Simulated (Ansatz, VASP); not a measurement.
# AlN in VASP and in Ansatz

```
CELL_PARAMETERS angstrom
3.31212 0.00000 0.00000
-1.65606 2.86838 0.00000
0.00000 0.00000 4.18756
ATOMIC_POSITIONS crystal
Al 0.33333 0.66667 0.75000
Al 0.66667 0.33333 0.25000
N 0.33333 0.66667 0.25000
N 0.66667 0.33333 0.75000
```

Measurements of this composition are mostly on another form, of space group No. 186.

Alike in both runs: task single point; functional PBE; k mesh 6 × 6 × 4; occupations gaussian, width 0.1 eV; no spin polarisation.

|  | VASP | Ansatz |
| --- | --- | --- |
| version | VASP 6.6.1 | Ansatz 0.2.0 |
| potentials or method | VASP PAW PBE potentials, release 64 (Al, N) | scalar-relativistic, plane waves, PAW |
| plane-wave cutoff (eV) | 520 | 420 |
| valence electrons in the cell | 16 | 16 |

|  | VASP | Ansatz | Ansatz less VASP |
| --- | --- | --- | --- |
| gap on the k mesh at the Fermi level (eV) | 3.27 | 3.26 | -0.010 |
| least direct gap on the mesh (eV) | 3.27 | 3.26 | -0.010 |
| pressure (GPa) | 0.0 | 0.3 | +0.25 |
| largest component of the traceless stress (GPa) | 0.01 | 0.13 | +0.119 |

With one functional, cell and mesh, what is left measures potentials, basis and numerics.

PBE gaps usually lie below the measured ones, often by a third to a half.
